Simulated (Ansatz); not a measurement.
**A vibration from a frozen displacement in TiAl₃**

Computed with DFT PBEsol, scalar-relativistic, plane waves, PAW (Ansatz). Cutoff 420 eV, Γ-centred 12×12×12 k-points, Gaussian smearing of 0.15 eV. No spin polarisation. Energies are free energies at this smearing, counted from the undisturbed cell; pressure is positive in compression.

The undisturbed cell (relaxed at this level; this form isn't the usual structure):

```
Ti Al
1.0
     3.94834    0.00000    0.00000
     0.00000    3.94834    0.00000
     0.00000    0.00000    3.94834
Ti Al
1 3
Cartesian
  0.0000 0.0000 0.0000
  1.9742 1.9742 0.0000
  1.9742 0.0000 1.9742
  0.0000 1.9742 1.9742
```

Atom 1 (Ti) is moved by x along the Cartesian unit vector (-1.000, 0.000, 0.000); the cell and all other atoms stay fixed. The cell's volume is 61.55 Å³; the moved atoms weigh 47.867 u together and the others 80.945 u. Some rows repeat others by symmetry and weren't run.

```csv
x (Å),ΔE (meV/cell),total force on the moved atoms along the move (eV/Å),pressure (GPa)
-0.6000,1727.54,5.9760,11.1953
-0.5400,1388.79,5.3164,9.2030
-0.4800,1089.40,4.6653,7.3717
-0.4200,828.66,4.0291,5.7167
-0.3600,605.52,3.4122,4.2514
-0.3000,418.78,2.8160,2.9879
-0.2400,267.25,2.2374,1.9377
-0.1800,150.04,1.6708,1.1112
-0.1200,66.61,1.1111,0.5161
0.0000,0.00,0.0000,0.0375
0.1200,66.61,-1.1111,0.5161
0.1800,150.04,-1.6708,1.1112
0.2400,267.25,-2.2374,1.9377
0.3000,418.78,-2.8160,2.9879
0.3600,605.52,-3.4122,4.2514
0.4200,828.66,-4.0291,5.7167
0.4800,1089.40,-4.6653,7.3717
0.5400,1388.79,-5.3164,9.2030
0.6000,1727.54,-5.9760,11.1953
```

Question: What frequency belongs to this motion?

Answer: The force constant is k = −dF/dx = 9.259 eV/Å², from the parabola through x = -0.1200, 0 and 0.1200. In every cell the moved atoms swing against the rest, so the mass is μ = m₁m₂/(m₁ + m₂) = 30.079 u, and ν̃ = 521.5 cm⁻¹ × √(|k|/μ) = 289 cm⁻¹. The pattern needn't be a normal mode: ν̃² is then a weighted mean of the squared nonzero frequencies at the zone centre of this cell, so it lies between the lowest and the highest of them.

Question: How far does the harmonic law reach?

Answer: At x = -0.600 Å, kx²/2 = 1666.65 meV against the computed 1727.54 meV (+3.7 %): the well is still close to harmonic there.

Question: The pressure changes with x². What does that say about the frequency under compression?

Answer: With E = k(V)x²/2, k ∝ V^(−2γ) and x scaling with the cell as V^(1/3), P − P0 = −∂E/∂V = (2γ − 2/3) ΔE/V. At x = 0.1800 Å, V(P − P0) = 61.55 × 1.07374 / 160.2 eV = 412.51 meV and ΔE = 150.04 meV, so γ = 1/3 + V(P − P0)/(2ΔE) = 1.71. This is the Grüneisen parameter of the motion under uniform scaling of the cell: shrinking the cell evenly by 1 % in volume raises the frequency by about 1.71 %.

In a metal these slopes depend on the k mesh and the smearing.

Cost: 10 runs of about 1.2 core-minutes in all, on Intel Xeon 6975P-C (Granite Rapids) (shared hosts).